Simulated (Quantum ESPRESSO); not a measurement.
The system is BAs.

```
As B
1.0
     0.00000    2.38850    2.38850
     2.38850    0.00000    2.38850
     2.38850    2.38850    0.00000
As B
1 1
Cartesian
  3.5827 3.5827 3.5827
  0.0000 0.0000 0.0000
```

Base run:

| Quantity | Value |
| --- | --- |
| Program | Quantum ESPRESSO 7.5 |
| Functional | LDA |
| Potentials or basis | PseudoDojo 0.4.1 SR LDA standard |
| Cutoff | 1088 eV |
| Density cutoff | 4354 eV |
| k mesh | 6 × 6 × 6 |
| Occupations | fixed |
| Spin | no spin polarisation |

Its results: band gap on the k mesh, mean-field level 1.24 eV, indirect (least direct gap 3.26 eV).

The run is repeated on the same cell with these changes: functional from LDA to PBE; potentials or basis from PseudoDojo 0.4.1 SR LDA standard to PseudoDojo 0.4.1 SR PBE standard; cutoff from 1088 eV to 1143 eV; density cutoff from 4354 eV to 4572 eV. What comes out?

Band gap on the k mesh, mean-field level 1.29 eV, indirect (least direct gap 3.29 eV).

A k mesh can miss the band edges.
